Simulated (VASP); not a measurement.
**LiSe6: single point with PBE+D3(BJ)**

Crystal: LiSe6.

```xyz
7
Lattice="6.7168 0.0000 0.0000 -3.3584 5.8169 0.0000 0.0000 0.0000 2.2000" Properties=species:S:1:pos:R:3 pbc="T T T"
Li    0.0000    0.0000    1.1000
Se    1.1195    1.9390    0.0000
Se   -2.2389    3.8779    0.0000
Se    4.4778    0.0000    0.0000
Se   -1.1195    1.9390    0.0000
Se    2.2389    3.8779    0.0000
Se    2.2389    0.0000    0.0000
```

The cell was built by a generator and needn't be a form met in nature.

```json
{
 "Program": "VASP 6.6.1",
 "Task": "single point",
 "Functional": "PBE",
 "Dispersion": "D3(BJ)",
 "Potentials or basis": "VASP PAW PBE potentials, release 64 (Li_sv, Se)",
 "Cutoff": "520 eV",
 "k mesh": "3 × 3 × 8",
 "Occupations": "gaussian, width 0.1 eV",
 "Spin": "no spin polarisation",
 "Dipole correction": "no",
 "Further INCAR settings": "ALGO = Normal; EDIFF = 1e-06; NBANDS = 28"
}
```

* Largest force: 1.179 eV/Å
* Band gap on the k mesh: none (metal or under the smearing width)
* Dispersion energy per atom: -0.635 eV

Forces in eV/Å, atoms in the order of the input:
```
Li   0.000  0.000  0.000
Se   0.589  1.021  0.000
Se   0.589 -1.021  0.000
Se  -1.179  0.000  0.000
Se  -0.589  1.021  0.000
Se  -0.589 -1.021  0.000
Se   1.179  0.000  0.000
```

Levels at points of the mesh, in eV from the Fermi level:
```csv
k point,band 16,band 17,band 18,band 19,band 20,band 21,band 22,band 23
"(0.00, 0.00, 0.00)",-4.29,-4.29,0.51,0.74,2.26,3.63,4.05,5.09
"(0.00, 0.00, 0.50)",-6.09,-6.09,-1.00,-0.82,0.25,0.25,1.41,1.41
```

It took 31 s on 1 thread of Intel(R) Xeon(R) Platinum 8488C (Sapphire Rapids), with other jobs on the host, peak memory 0.19 GiB.

Caveat: the k mesh is coarse (spacing up to 0.36 Å⁻¹), so the values aren't converged; forces of over 1 eV/Å show positions far from the minimum, so gaps and moduli don't describe the material at rest.
